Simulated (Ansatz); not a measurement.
# BaTiO3: the cost of one run

Computed with Ansatz 0.2.0 (DFT PBE, scalar-relativistic, unless a step's input says otherwise).

### 1 The structure to begin with

The structure is trigonal, space group R3m (No. 160). Conventional cell: a = 5.655 Å, b = 5.655 Å, c = 6.953 Å, α = 90.00°, β = 90.00°, γ = 120.00°. Ba (site symmetry 3m) has 12 O at 2.79 to 2.88 Å as nearest neighbours. Ti (site symmetry 3m) is surrounded by 6 O at 1.88 to 2.14 Å. Around O (site symmetry m) lie 2 Ti at 1.88 to 2.14 Å.

Structure file:

```
Ba Ti O
1.0
     2.82767    1.63255    2.31773
    -2.82767    1.63255    2.31773
     0.00000   -3.26511    2.31773
Ba Ti O
1 1 3
Direct
  0.00000 0.00000 0.00000
  0.51400 0.51400 0.51400
  0.49160 0.49160 0.98150
  0.49160 0.98150 0.49160
  0.98150 0.49160 0.49160
```

Atoms are numbered in the order of the input: Ba1, Ti2, O3, O4, O5.

### 2 Volume × 0.96, LAPW

The input, input.yaml:

```yaml
crystal:
  lattice:
    - [2.7894517409, 1.6104907135, 2.2864070707]
    - [-2.7894517409, 1.6104907135, 2.2864070707]
    - [0.0, -3.220981427, 2.2864070707]
  atoms:
    - { symbol: Ba, position: [0.0, 0.0, 0.0] }
    - { symbol: Ti, position: [0.514, 0.514, 0.514] }
    - { symbol: O, position: [0.4916, 0.4916, 0.9815] }
    - { symbol: O, position: [0.4916, 0.9815, 0.4916] }
    - { symbol: O, position: [0.9815, 0.4916, 0.4916] }
kpoints:
  mp_grid: { grid: [9, 9, 9] }
  band_path:
    path:
      - [0.0, 0.0, 0.0]
      - [0.5, 0.5, 0.5]
      - [0.5025694503, 0.4974305497, 0.5]
      - [0.5, -0.4974305497, 0.4974305497]
      - [0.5, 0.0, 0.0]
      - [0.0, 0.0, 0.0]
      - [0.4987152749, -0.4987152749, 0.0]
      - [0.5012847251, 0.0, 0.4987152749]
      - [0.5, 0.0, 0.5]
    npoints: 5
scf:
  occupations: { method: fermi_dirac, width: 0.05 }
hamiltonian:
  xc: pbe
  pseudopotentials: { kind: all_electron, lapw: { basis_error: 0.001 } }
output:
  forces: true
  stress: true
  eigenvalues: true
```

Launch:

```sh
> ansatz run input.yaml --threads 2 --pin off --max-ram 6144MiB --backend cpu --events-out ev --progress --plain --runs-dir out
```

Q: Estimate wall time and peak memory on 2 threads of Arm Neoverse V1, shared host.

About 2.6 min, with a peak of 0.91 GiB.
